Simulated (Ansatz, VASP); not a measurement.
One calculation of Re, two programs

File INCAR:

```
SYSTEM = Re
PREC     = Accurate       ! precision mode
ENCUT    = 520            ! plane-wave cutoff, eV
EDIFF    = 1E-8           ! SCF threshold, eV
ISMEAR   = -1             ! smearing method
SIGMA    = 0.05           ! smearing width, eV
LREAL    = .FALSE.        ! projectors in reciprocal space
LASPH    = .TRUE.         ! aspherical terms in the spheres
NELM     = 100            ! most SCF steps
ALGO     = Normal         ! electronic algorithm
ISIF     = 2              ! what is computed and relaxed
LWAVE    = .FALSE.        ! write WAVECAR
LCHARG   = .FALSE.        ! write CHGCAR
GGA      = PE             ! functional
LEFG     = .TRUE.       
NBANDS   = 14             ! bands
```

Contents of KPOINTS:

```
regular mesh
0
G
  18 18 10
  0 0 0
```

POSCAR

```
Re
1.0
    2.6371536987      0.0000000000      0.0000000000
   -1.3185768494      2.2838420967      0.0000000000
    0.0000000000      0.0000000000      4.2167694387
Re
2
Direct
    0.3333333333      0.6666666667      0.2500000000
    0.6666666667      0.3333333333      0.7500000000
```

Input for Ansatz:

```yaml
crystal:
  lattice:
    - [2.6371536987, 0.0, 0.0]
    - [-1.3185768494, 2.2838420967, 0.0]
    - [0.0, 0.0, 4.2167694387]
  atoms:
    - { symbol: Re, position: [0.3333333333, 0.6666666667, 0.25] }
    - { symbol: Re, position: [0.6666666667, 0.3333333333, 0.75] }
kpoints:
  mp_grid: { grid: [18, 18, 10] }
scf:
  occupations: { method: fermi_dirac, width: 0.05 }
hamiltonian:
  xc: pbe
  pseudopotentials: { kind: all_electron, datasets: crystal }
output:
  forces: true
  stress: true
  eigenvalues: true
  efg: { contact_densities: true }
```

Change from the starting cell: volume scaled by 1.04, crystal datasets.

Alike in both runs: task electric field gradients; functional PBE; k mesh 18 × 18 × 10; occupations fermi-dirac, width 0.05 eV; no spin polarisation.

|  | VASP | Ansatz |
| --- | --- | --- |
| version | VASP 6.6.1 | Ansatz 0.2.0 |
| potentials or method | VASP PAW PBE potentials, release 64 (Re) | all-electron PAW with datasets made for the crystal, scalar-relativistic |
| plane-wave cutoff (eV) | 520 | see its input |

```tsv
	VASP	Ansatz	Ansatz less VASP
pressure (GPa)	86.5	84.8	-1.65
largest component of the traceless stress (GPa)	5.12	5.28	+0.162
Vzz of the field gradient on the site that differs most (V/Å²)	-105.5	-85.5	+20.01
```

Ansatz ran all-electron here, so the differences hold the error of VASP's frozen core and of both bases. Ansatz warned: «gradients_without_spin_orbit».

Caveats: the cell as given lies far from equilibrium; so large a pressure means that the cell lies far from this level's equilibrium, or that cutoff or potentials fall short (VASP). Spin-orbit coupling is left out, which matters for the levels of Re.
